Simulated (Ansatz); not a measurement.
**CdI2-type TiS2**

**What was measured.** From “Crystal growth, characterization and electronic band structure of TiSeS”, 2022, arxiv:2210.12799, for a bulk crystal of TiS2: lattice constant a 3.407 Å; lattice constant c 5.695 Å.

The results are compared with them further down.

The computed numbers are results of r²SCAN, scalar-relativistic (no spin polarisation) in the plane-wave PAW code Ansatz at 500 eV, 12×12×6 k-mesh, Gaussian smearing of 0.05 eV; PAW files: Ansatz's generated set soft_2.

```cif
data_structure
_symmetry_space_group_name_H-M 'P-3m1'
_symmetry_Int_Tables_number 164
_cell_length_a 3.4249
_cell_length_b 3.4249
_cell_length_c 5.9663
_cell_angle_alpha 90.000
_cell_angle_beta 90.000
_cell_angle_gamma 120.000
_cell_volume 60.61
loop_
_atom_site_label
_atom_site_type_symbol
_atom_site_symmetry_multiplicity
_atom_site_Wyckoff_symbol
_atom_site_fract_x
_atom_site_fract_y
_atom_site_fract_z
_atom_site_occupancy
Ti1 Ti 1 a 0.00000 0.00000 0.00000 1
S1 S 2 d 0.33333 0.66667 0.23493 1
```

The compound is reported in the structure type of the start.

The cell above was scaled in volume, and shape and atoms were relaxed at each volume within its symmetry. Energies are counted from the cell above.

```tsv
V (Å³/atom)	ΔE (meV/atom)	P (GPa)	gap on the mesh (eV)
19.40	2.3	1.00	0.16
19.80	0.5	0.42	0.19
20.20	0.0	0.01	0.22
20.61	0.4	-0.32	0.24
21.01	?	?	?
21.62	3.7	-0.70	0.30
```

Fill in the withheld row.

ΔE (meV/atom): 1.5, P (GPa): -0.52, gap on the mesh (eV): 0.27.

Can a bulk modulus be trusted from these points?

No. The energies are smooth (scatter 0.00 meV/atom), but the fit's B0′ of 16.0 is out of the usual range: the curve is too flat or too lopsided over this range, as for soft or weakly bound crystals, and a third-order form can't fix it.

**Against experiment.** A measured lattice constant a of TiS2 is 3.407 Å (quoted in “Crystal growth, characterization and electronic band structure of TiSeS”, 2022, arxiv:2210.12799); the calculated 3.425 Å misses it by +0.5 %. Against the measured lattice constant c of TiS2, 5.695 Å (quoted in “Crystal growth, characterization and electronic band structure of TiSeS”, 2022, arxiv:2210.12799), the calculated 5.966 Å is off by +4.8 %. The calculation is for a static lattice, without zero-point motion or thermal expansion.

The structure is built of weakly bound layers, and this functional has no dispersion term, so their spacing and all that hangs on it (volume, the soft elastic constants, low modes, dielectric constants) are poorly given.
